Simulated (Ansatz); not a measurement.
**TiAl: energy along a strain**

TiAl, P4/mmm, a = 2.822 Å, c = 4.077 Å. The structure is a COD entry; whether it is the stable form wasn't checked. Ansatz: PBE, PAW, 420 eV, Γ-centred 22×22×16 mesh on 2 atoms, Gaussian smearing 0.15 eV; no spin polarisation. Cell vectors (Å): 2.822 0.000 0.000; 0.000 2.822 0.000; 0.000 0.000 4.077. The cell is strained by x per cent times the pattern (1 -1 0 0 0 0) in the order xx yy zz yz xz xy (engineering shears), with fractional coordinates held. y is the free energy over the start, V0 = 16.234 Å³/atom. Symmetry makes y even in x.

```
x (%) y (meV/atom)
-4.00         22.00
-2.00          5.36
 0.00          0.00
 0.50          0.33
 1.00          1.33
 1.50          3.00
 2.50          8.42
 3.00             ?
 3.50         16.73
```

Question: Fit y = c2 x² + c4 x⁴ to the other rows, get the stiffness along the pattern, and predict the missing energy.

Answer: Least squares on the rows shown. y = 1.3297 x² + 0.0028599 x⁴. The clamped-ion stiffness p·C·p = 2 × 13.30 eV × 160.2 / 16.234 Å³ = 262 GPa. At x = 3.00 the fit asked for gives 12.20 meV/atom. The run gave 12.21 meV/atom, so the fit is 0.01 meV/atom too low, within twice the rms miss on the fitted rows (0.006 meV/atom).